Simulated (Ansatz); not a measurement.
## Tb: band structure with r2SCAN

The system is Tb.

```
CELL_PARAMETERS angstrom
0.00000 2.51997 2.51997
2.51997 0.00000 2.51997
2.51997 2.51997 0.00000
ATOMIC_POSITIONS crystal
Tb 0.00000 0.00000 0.00000
```

This isn't the form of Tb at room conditions, which is hcp.

| Item | Value |
| --- | --- |
| Program | Ansatz 0.2.0 |
| Task | band structure |
| Functional | r2SCAN |
| Potentials or basis | Ansatz PAW |
| Cutoff | 500 eV (not typed: the program's choice for these potentials) |
| k mesh | 9 × 9 × 9 |
| Occupations | fermi-dirac, width 0.05 eV |
| Spin | non-collinear spin, ferromagnetic start, spin-orbit coupling |
| Starting moments | [[3.464, 3.464, 3.464]] μB |
| Path | [["G", "X", "W", "K", "G", "L", "U", "W", "L", "K"], ["U", "X"]] |
| Points for each segment of the path | 14 |

| Item | Value |
| --- | --- |
| Pressure | 1.0 GPa |
| Band gap on the k mesh | none (metal or under the smearing width) |
| Net moment | 6.77 μB per cell |
| Absolute moment | 6.77 μB per cell |

Levels at the corners of the path, in eV from the Fermi level:
```
point  band 17  band 18  band 19  band 20  band 21  band 22
    Γ    -4.36    -0.95     0.24     0.38     0.55     1.42
    X    -1.77    -1.76    -0.70    -0.11     0.36     0.50
    W    -0.72    -0.70    -0.39    -0.29     0.36     0.49
    K    -1.16    -0.94    -0.71     0.35     0.39     0.56
    Γ    -4.36    -0.95     0.24     0.38     0.55     1.42
    L    -1.26    -0.78     0.17     0.40     0.48     0.75
    U    -1.16    -0.94    -0.71     0.35     0.39     0.56
    W    -0.72    -0.70    -0.39    -0.29     0.36     0.49
    L    -1.26    -0.78     0.17     0.40     0.48     0.75
    K    -1.16    -0.94    -0.71     0.35     0.39     0.56
    U    -1.16    -0.94    -0.71     0.35     0.39     0.56
    X    -1.77    -1.76    -0.70    -0.11     0.36     0.50
```

Moments on the atoms (μB; x, y, z):
```
Tb  3.45 3.45 3.45
```

Run time: 110 s on 2 threads of Arm Neoverse V1 (shared host), peak memory 0.64 GiB.

Caveat: the magnetic or orbital state may not be the lowest; the PAW data sets come from PBE, with cores solved anew for the run's functional, which leaves a small shift of forces and pressure. The state reached can hang on the start; a lower one may exist.
